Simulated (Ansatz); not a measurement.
# AlN (P6_3mc) in Ansatz: a series of runs

One crystal, AlN, is run at these levels: PBE, PBE+D3(BJ); tasks: single point, relaxation of cell and atoms.

Everything below comes from runs of Ansatz 0.2.0. Logs are shortened: lines on timing, memory, paths and dates and some standing lists are left out, and cuts for length are marked.

**The experiment to reproduce.**

“Structural and optical properties of self-assembled AlN nanowires grown on SiO2/Si substrates by molecular beam epitaxy”, 2024, arxiv:2402.00216 quotes, for a bulk crystal of AlN at 0 K: band gap 6.0343 eV (an exciton energy, a little under the gap).

The results are compared with them further down.

### Step 1. The crystal as given

The structure is hexagonal, space group P6_3mc (No. 186). Conventional cell: a = 3.113 Å, b = 3.113 Å, c = 4.981 Å, α = 90.00°, β = 90.00°, γ = 120.00°. Around Al (site symmetry 3m) lie 4 N at 1.89 Å. N (site symmetry 3m) has 4 Al at 1.89 Å as nearest neighbours.

### Step 2. Single point, PBE

The input, input.yaml:

```yaml
crystal:
  lattice:
    - [3.113, 0.0, 0.0]
    - [-1.5565, 2.695937082, 0.0]
    - [0.0, 0.0, 4.981]
  atoms:
    - { symbol: Al, position: [0.6666666667, 0.3333333333, 0.5] }
    - { symbol: Al, position: [0.3333333333, 0.6666666667, 0.0] }
    - { symbol: "N", position: [0.6666666667, 0.3333333333, 0.88] }
    - { symbol: "N", position: [0.3333333333, 0.6666666667, 0.38] }
hamiltonian:
  xc: pbe
  pseudopotentials: { kind: paw }
kpoints:
  mp_grid: { grid: [10, 10, 6] }
scf:
  occupations: { method: gaussian, width: 0.011 }
output:
  forces: true
  stress: true
  eigenvalues: true
  write_density: true
  write_potential: true
  elf: true
  volumetric_format: npy
```

Potentials or basis: Ansatz PAW.

On the command line:

```
$ ansatz run input.yaml --threads 2 --pin off --max-ram 5632MiB --backend cpu --events-out ev --progress --plain --runs-dir out
```

Output:

```text
Warning: RAYON_NUM_THREADS=2 ignored (pool sized by the plan → 2); use --threads N
Engine: ansatz 0.2.0, x86_64-unknown-linux-gnu
Pseudopotentials: kind: paw
Pseudopotential: Al, paw, valence charge 3, recommended cutoff 420 eV (normal), Al.paw.azcp
Pseudopotential: N, paw, valence charge 5, recommended cutoff 420 eV (normal), N.paw.azcp
Functional definition: PBE
  parameter kappa = 0.804
  parameter beta = 0.06672455060314922
  exchange = pbe_x(kappa = kappa, mu = beta*pi^2/3)
  correlation = pbe_c(beta = beta)
Crystal: 4 atoms, lattice volume = 41.803 Å³
Basis set: ecut = 420 eV, 809 PW (Γ), exchange–correlation on 48×48×72 points (8 copies of the dense FFT grid, shifted against one another)
Bands: 12, of which v1, the nominal top of the filled ones, is band 8 counted from 1 (7 counted from 0)
Symmetry: 12 space group operations
Space group: P63mc (ITA 186), of the structure as read, at distance tolerance 3.5e-5 Å
k-points: 56 of 600 (time reversal used)
Non-local potential: Al, projectors of the file, l = 0: 2, l = 1: 2, l = 2: 1
Non-local potential: N, projectors of the file, l = 0: 2, l = 1: 2, l = 2: 1
PAW form: soft (Blöchl's): semilocal exchange-correlation on the pseudo side does not see the compensation charge
PAW one-centre angular grid: Al, 110 points (default); XC on 64 Gauss nodes
PAW one-centre angular grid: N, 110 points (default); XC on 64 Gauss nodes
Initial density: superposition of atomic densities (neutral atoms: chi_scale 0, normalization atom), corrected by the library's trained network
Initial wavefunctions: pseudopotential atomic-orbital guess
Functional: x = pbe(κ = 0.804, μ = 0.2195149727645171), c = pbe(β = 0.06672455060314922)
SCF iter   1: F=—  HF=-1848.497638 eV  |F-HF|=—  |Δ(HF+E_count)|=         —  Δρ=8.37e-4  dr2=1.47e-4  ethr=1.77e-3  ⟨swp⟩=6.3  Hψ=4599  notcnv=0
preconditioner: auto → none  [insulator: Δε(μ)=4.209 eV  Ē_g=13.125 eV  σ=0.011 eV  W_gap=1.00  n_scr=2 (ndim 8)  ℏωp=23.0 eV  f_vac=0.000  D(μ)=0.00/eV (n_scr^D=0)  ε∞_Penn≈4.1]
SCF iter   2: F=—  HF=-1848.497930 eV  |F-HF|=—  |Δ(HF+E_count)|=   2.92e-4  Δρ=3.97e-4  dr2=1.98e-5  ethr=9.16e-7  ⟨swp⟩=2.3  Hψ=1719  notcnv=0
SCF iter   3: F=—  HF=-1848.497787 eV  |F-HF|=—  |Δ(HF+E_count)|=   1.43e-4  Δρ=7.75e-5  dr2=1.00e-6  ethr=1.24e-7  ⟨swp⟩=2.4  Hψ=1102  notcnv=0
iter 4 did not close the SCF: its close was put off for the readings that it lacked (scf_convergence_deferred on its scf_iter line)
SCF iter   4: F=-1848.497790 eV  HF=-1848.497790 eV  |F-HF|=1.20e-8  |Δ(HF+E_count)|=   3.01e-6  Δρ=8.63e-6  dr2=1.34e-8  ethr=6.27e-9  ⟨swp⟩=2.0  Hψ=1111  notcnv=0
iter 5 did not close the SCF: its close was put off for the readings that it lacked (scf_convergence_deferred on its scf_iter line)
SCF iter   5: F=-1848.497790 eV  HF=-1848.497790 eV  |F-HF|=3.74e-10  |Δ(HF+E_count)|=   1.41e-8  Δρ=1.87e-6  dr2=6.25e-10  ethr=8.36e-11  ⟨swp⟩=2.3  Hψ=1086  notcnv=0
SCF iter   6: F=-1848.497790 eV  HF=-1848.497790 eV  |F-HF|=7.05e-12  |Δ(HF+E_count)|=  1.71e-10  Δρ=2.54e-7  dr2=9.81e-12  ethr=3.91e-12  ⟨swp⟩=4.0  Hψ=3154  notcnv=0
SCF 1 converged in 6 iterations: F = -1848.497790 eV  dr2 = 9.81e-12
SCF converged after 6 iterations
Free energy (F): -1848.497790 eV
Harris-Foulkes:  -1848.497790 eV  (|F-HF|=7.05e-12)
Internal energy: -1848.497790 eV  (E = F + TS)
E sigma→0 (E₀):  -1848.497790 eV
Fermi energy:    9.225935 eV
--- Per-component energies (eV) ---
  E_band       = 30.374957
  E_kinetic    = 318.953833
  E_local      = -448.269810  (includes V_loc(G=0)·N_el)
  E_nonlocal   = 110.843853
  E_hartree    = 155.685265
  E_xc         = -203.726106
  E_vxc        = -215.995485  (∫ρ·V_xc dr)
  E_paw        = -1190.321749  (= ΣΔE_a)
  E_vpaw       = -46.528143  (= ΣTr[D̂ρ^β])
  E_aug_tail   = 0.000194  (compensation charges beyond the density's cutoff)
  E_ewald      = -591.663270
  E_smearing   = -0.000000  (= −TS)
  E_closure    = 0.000000  (closes the sum)
  Σ components = -1848.497790   (vs F -1848.497790, Δ=0.00e0)
--- Forces (eV/Å), atoms counted from 1 ---
  atom   1  Al     0.00000000     0.00000000    -0.12926152
  atom   2  Al     0.00000000    -0.00000000    -0.12926152
  atom   3  N     -0.00000000    -0.00000000     0.12924015
  atom   4  N     -0.00000000     0.00000000     0.12924015
  max |Σ_I F_I| component: 4.27e-5 eV/Å
--- Stress (GPa, compression-positive) ---
        3.194242       0.000000      -0.000000
        0.000000       3.194242       0.000000
       -0.000000       0.000000       4.776992
  P = ⅓ Tr σ = 3.7218 GPa (37.218 kbar)
--- Band table (eV; the first three rows and the last of 56) ---
  k-point 0: bands = ["-8.0267", "-5.8835", "1.1562", "6.2905", "6.2905", "6.9399", "6.9399", "7.1196", "11.3323", "13.7884", "17.7301", "18.2932"]
  k-point 1: bands = ["-7.9204", "-6.0902", "1.5255", "6.3320", "6.3320", "6.5210", "6.8938", "6.8938", "11.8238", "13.8548", "17.5576", "18.2601"]
  k-point 2: bands = ["-7.6125", "-6.5824", "2.4942", "5.2378", "6.4457", "6.4457", "6.7702", "6.7702", "12.7746", "13.9124", "17.2871", "18.3045"]
  k-point 55: bands = ["-5.5270", "-5.5270", "2.2300", "2.2300", "3.5113", "3.5113", "6.3141", "6.3141", "14.2166", "14.2166", "15.3909", "15.3909"]
```

Wall time 4.1 s (2 threads of Intel Xeon at 2.50GHz (Skylake/Cascade Lake), shared host); peak memory 0.35 GiB.

Results:

```yaml
Free_energy: -1848.4978 eV
Pressure: 3.7 GPa
Largest_force: 0.129 eV/Å
Band_gap_on_the_k_mesh: 4.21 eV, direct
```

Forces in eV/Å, atoms in the order of the input:
```
Al   0.000  0.000 -0.129
Al   0.000  0.000 -0.129
N    0.000  0.000  0.129
N    0.000  0.000  0.129
```

Stress tensor (GPa, compression positive):
```
3.19 0.00 0.00
0.00 3.19 0.00
0.00 0.00 4.78
```

Levels at points of the mesh, in eV from the valence-band top:
| k point | band 4 | band 5 | band 6 | band 7 | band 8 | band 9 | band 10 | band 11 | band 12 |
| --- | --- | --- | --- | --- | --- | --- | --- | --- | --- |
| (0.00, 0.00, 0.00) | -0.83 | -0.83 | -0.18 | -0.18 | 0.00 | 4.21 | 6.67 | 10.61 | 11.17 |
| (0.00, 0.00, -0.50) | -3.31 | -0.51 | -0.51 | -0.51 | -0.51 | 6.47 | 6.47 | 10.35 | 10.35 |
| (0.00, -0.50, 0.00) | -4.12 | -3.32 | -2.05 | -1.76 | -0.66 | 5.82 | 5.84 | 8.20 | 10.29 |
| (0.00, -0.50, -0.50) | -5.56 | -1.43 | -1.43 | -1.35 | -1.35 | 5.33 | 5.33 | 9.30 | 9.30 |

Caveat: the pressure holds a Pulay correction of +0.5 GPa for the finite cutoff.

### Step 3. Relaxation of cell and atoms, PBE

input.yaml, as its differences from that of step 2:

```diff
@@ -16,3 +16,3 @@
 scf:
-  occupations: { method: gaussian, width: 0.011 }
+  occupations: { method: fermi_dirac, width: 0.05 }
 output:
@@ -20,6 +20,5 @@
   stress: true
-  eigenvalues: true
-  write_density: true
-  write_potential: true
-  elf: true
-  volumetric_format: npy
+relax:
+  f_tol: 0.01
+  max_steps: 40
+  cell: { stress_tol: 0.05 }
```

Potentials or basis: Ansatz PAW.

On the command line:

```
$ ansatz run input.yaml --threads 2 --pin off --max-ram 5632MiB --backend cpu --events-out ev --progress --plain --runs-dir out
```

Wall time 24 s (2 threads of Intel Xeon at 2.50GHz (Skylake/Cascade Lake), shared host); peak memory 0.37 GiB.

It converged, with:

```yaml
Free_energy: -1848.5080 eV
Relaxed_volume: 10.65 Å³/atom
Relaxed_cell: a = 3.130 Å, b = 3.130 Å, c = 5.018 Å, α = 90.00°, β = 90.00°, γ = 120.00°
Space_group_after_relaxing_to_0.05_Å: P6_3mc (No. 186)
Energy_gained_by_relaxing: 2.5 meV/atom
Ionic_steps: 8
Pressure_after_relaxing: 0.0 GPa
Band_gap_on_the_k_mesh: 4.03 eV
```

The path:
```tsv
step	energy change (eV)	largest force (eV/Å)	volume (Å³)
1	0.0000	0.1293	41.80
2	-0.0060	0.0915	42.19
3	-0.0074	0.0316	42.56
4	-0.0075	0.0013	42.56
5	-0.0075	0.0002	42.56
6	-0.0102	0.0003	42.56
7	-0.0101	0.0000	42.58
8	-0.0102	0.0000	42.58
```

Final structure:
```yaml
crystal:
  lattice:
    - [3.13022, 0.00000, 0.00000]
    - [-1.56511, 2.71085, 0.00000]
    - [0.00000, 0.00000, 5.01803]
  atoms:
    - { symbol: Al, position: [0.66667, 0.33333, 0.49923] }
    - { symbol: Al, position: [0.33333, 0.66667, 0.99923] }
    - { symbol: N, position: [0.66667, 0.33333, 0.88077] }
    - { symbol: N, position: [0.33333, 0.66667, 0.38077] }
```

Caveat: the plane-wave basis is chosen anew once the cell has moved, so the energies of steps on either side of that aren't comparable; the pressure holds a Pulay correction of +0.5 GPa for the finite cutoff. A k mesh can miss the band edges.

### Step 4. Single point, PBE

input.yaml, as its differences from that of step 3:

```diff
@@ -16,3 +16,3 @@
 scf:
-  occupations: { method: fermi_dirac, width: 0.05 }
+  occupations: { method: gaussian, width: 0.028 }
 output:
@@ -20,5 +20,2 @@
   stress: true
-relax:
-  f_tol: 0.01
-  max_steps: 40
-  cell: { stress_tol: 0.05 }
+  eigenvalues: true
```

On the command line:

```
$ ansatz run input.yaml --threads 2 --pin off --max-ram 5632MiB --backend cpu --events-out ev --progress --plain --runs-dir out
```

Wall time 2.8 s (2 threads of Intel Xeon at 2.50GHz (Skylake/Cascade Lake), shared host); peak memory 0.35 GiB.

The run converged. Its results:

```yaml
Free_energy: -1848.4978 eV
Pressure: 3.7 GPa
Largest_force: 0.129 eV/Å
Band_gap_on_the_k_mesh: 4.21 eV, direct
```

Forces on the atoms (eV/Å):
```
Al   0.000  0.000 -0.129
Al   0.000  0.000 -0.129
N    0.000  0.000  0.129
N    0.000  0.000  0.129
```

Stress tensor (GPa, compression positive):
```
3.19 0.00 0.00
0.00 3.19 0.00
0.00 0.00 4.78
```

Levels at points of the mesh, in eV from the valence-band top:
| k point | band 4 | band 5 | band 6 | band 7 | band 8 | band 9 | band 10 | band 11 | band 12 |
| --- | --- | --- | --- | --- | --- | --- | --- | --- | --- |
| (0.00, 0.00, 0.00) | -0.83 | -0.83 | -0.18 | -0.18 | 0.00 | 4.21 | 6.67 | 10.61 | 11.17 |
| (0.00, 0.00, -0.50) | -3.31 | -0.51 | -0.51 | -0.51 | -0.51 | 6.47 | 6.47 | 10.35 | 10.35 |
| (0.00, -0.50, 0.00) | -4.12 | -3.32 | -2.05 | -1.76 | -0.66 | 5.82 | 5.84 | 8.20 | 10.29 |
| (0.00, -0.50, -0.50) | -5.56 | -1.43 | -1.43 | -1.35 | -1.35 | 5.33 | 5.33 | 9.30 | 9.30 |

Caveat: the pressure holds a Pulay correction of +0.5 GPa for the finite cutoff.

### Step 5. Relaxation of cell and atoms, PBE+D3(BJ)

input.yaml, as its differences from that of step 4:

```diff
@@ -13,2 +13,3 @@
   pseudopotentials: { kind: paw }
+  dispersion: d3bj
 kpoints:
@@ -16,3 +17,3 @@
 scf:
-  occupations: { method: gaussian, width: 0.028 }
+  occupations: { method: fermi_dirac, width: 0.05 }
 output:
@@ -20,2 +21,9 @@
   stress: true
-  eigenvalues: true
+  write_density: true
+  write_potential: true
+  elf: true
+  volumetric_format: npy
+relax:
+  f_tol: 0.01
+  max_steps: 40
+  cell: { stress_tol: 0.05 }
```

On the command line:

```
$ ansatz run input.yaml --threads 2 --pin off --max-ram 5632MiB --backend cpu --events-out ev --progress --plain --runs-dir out
```

Wall time 14 s (2 threads of Intel Xeon at 2.50GHz (Skylake/Cascade Lake), shared host); peak memory 0.38 GiB.

The run converged. Its results:

```yaml
Free_energy: -1849.5728 eV
Relaxed_volume: 10.42 Å³/atom
Relaxed_cell: a = 3.109 Å, b = 3.109 Å, c = 4.979 Å, α = 90.00°, β = 90.00°, γ = 120.00°
Space_group_after_relaxing_to_0.05_Å: P6_3mc (No. 186)
Energy_gained_by_relaxing: 0.4 meV/atom
Ionic_steps: 5
Pressure_after_relaxing: 0.0 GPa
Band_gap_on_the_k_mesh: 4.21 eV, direct
```

The path:
```csv
step,energy change (eV),largest force (eV/Å),volume (Å³)
1,0.0000,0.1285,41.80
2,-0.0009,0.0946,41.75
3,-0.0018,0.0030,41.69
4,-0.0019,0.0005,41.68
5,-0.0015,0.0005,41.68
```

Final structure:
```
CELL_PARAMETERS angstrom
3.10936 0.00000 0.00000
-1.55468 2.69278 0.00000
0.00000 0.00000 4.97855
ATOMIC_POSITIONS crystal
Al 0.66667 0.33333 0.49906
Al 0.33333 0.66667 0.99906
N 0.66667 0.33333 0.88094
N 0.33333 0.66667 0.38094
```

Levels at points of the mesh, in eV from the valence-band top:
```csv
k point,band 4,band 5,band 6,band 7,band 8,band 9,band 10,band 11,band 12
"(0.00, 0.00, 0.00)",-0.87,-0.87,-0.22,-0.22,0.00,4.21,6.68,10.62,11.17
"(0.00, 0.00, -0.50)",-3.33,-0.55,-0.55,-0.55,-0.55,6.48,6.48,10.35,10.35
"(0.00, -0.50, 0.00)",-4.17,-3.34,-2.09,-1.77,-0.70,5.81,5.83,8.20,10.28
"(0.00, -0.50, -0.50)",-5.60,-1.47,-1.47,-1.37,-1.37,5.32,5.32,9.27,9.27
```

Caveat: the plane-wave basis is chosen anew once the cell has moved, so the energies of steps on either side of that aren't comparable; the pressure holds a Pulay correction of +0.5 GPa for the finite cutoff. A k mesh can miss the band edges.

### Step 6. The runs side by side

| task | level | cell | smearing | gap on the mesh (eV) | pressure (GPa) | relaxed volume (Å³/atom) | largest force (eV/Å) |
| --- | --- | --- | --- | --- | --- | --- | --- |
| single point | PBE | as given | gaussian 0.011 eV | 4.21 | 3.7 | - | 0.13 |
| relaxation of cell and atoms | PBE | relaxed | fermi-dirac 0.05 eV | 4.03 | 0.0 | 10.65 | - |
| single point | PBE | as given | gaussian 0.028 eV | 4.21 | 3.7 | - | 0.13 |
| relaxation of cell and atoms | PBE+D3(BJ) | relaxed | fermi-dirac 0.05 eV | 4.21 | 0.0 | 10.42 | - |

Alike in all rows: potentials or basis Ansatz PAW; no spin polarisation; k mesh 10 × 10 × 6; cutoff (eV) 420.

Caveats: the plane-wave basis is chosen anew once the cell has moved, so the energies of steps on either side of that aren't comparable (some runs).

Total energies depend on the potentials used, so only differences within one code and one set of settings carry meaning.

### Step 7. Comparison with measurements

Step 2. Measured gap of AlN: 6.0343 eV (an exciton energy, a little under the gap; 0 K; quoted in “Structural and optical properties of self-assembled AlN nanowires grown on SiO2/Si substrates by molecular beam epitaxy”, 2024, arxiv:2402.00216). This calculation gives 4.21 eV (-1.82 eV). 2 values of this kind are on record (6.034 to 6.0343 eV); this one was drawn at random. The value is that of PBE on a finite k mesh, which can miss the band edges, without temperature or zero-point motion. Semilocal functionals fall short of measured gaps as a rule.

Step 4. Measured gap of AlN: 6.0343 eV (an exciton energy, a little under the gap; 0 K; quoted in “Structural and optical properties of self-assembled AlN nanowires grown on SiO2/Si substrates by molecular beam epitaxy”, 2024, arxiv:2402.00216). This calculation gives 4.21 eV (-1.82 eV). 2 values of this kind are on record (6.034 to 6.0343 eV); this one was drawn at random. The value is that of PBE on a finite k mesh, which can miss the band edges, without temperature or zero-point motion. Semilocal functionals fall short of measured gaps as a rule.
